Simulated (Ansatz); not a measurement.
# CaF₂: phonons across the zone

Computed with DFT PBE, scalar-relativistic, plane waves, PAW in Ansatz. Settings: 420 eV plane-wave cutoff, Γ-centred 8×8×8 mesh, fixed occupations. No spin polarisation. Phonons by linear response, acoustic sum rule imposed.

The cell, relaxed at this level:
```yaml
crystal:
  lattice:
    - [0.00000, 2.75552, 2.75552]
    - [2.75552, 0.00000, 2.75552]
    - [2.75552, 2.75552, 0.00000]
  atoms:
    - { symbol: Ca, position: [0.00000, 0.00000, 0.00000] }
    - { symbol: F, position: [0.75000, 0.75000, 0.75000] }
    - { symbol: F, position: [0.25000, 0.25000, 0.25000] }
```

The cell was relaxed from a distorted copy of a database structure. The q mesh is coarse, so values between its points are rough.

Force constants from linear response on a 2×2×2 q mesh.

Problem. Is the structure dynamically stable on the q mesh?

Solution. Yes, on this mesh: no mode is imaginary.

Problem. Give the frequencies (cm⁻¹) at the zone-boundary points of high symmetry (interpolated where a point lies off the q mesh).

Solution.
```csv
point,q,frequencies
X,0.500 0.000 0.500,112 158 158 176 176 306 315 315 377
U,0.625 0.250 0.625,130 170 184 196 220 272 302 317 360
K,0.375 0.375 0.750,130 170 184 196 220 272 302 317 360
L,0.500 0.500 0.500,137 137 231 256 256 259 259 319 337
W,0.500 0.250 0.750,134 148 185 243 243 255 255 343 348
```
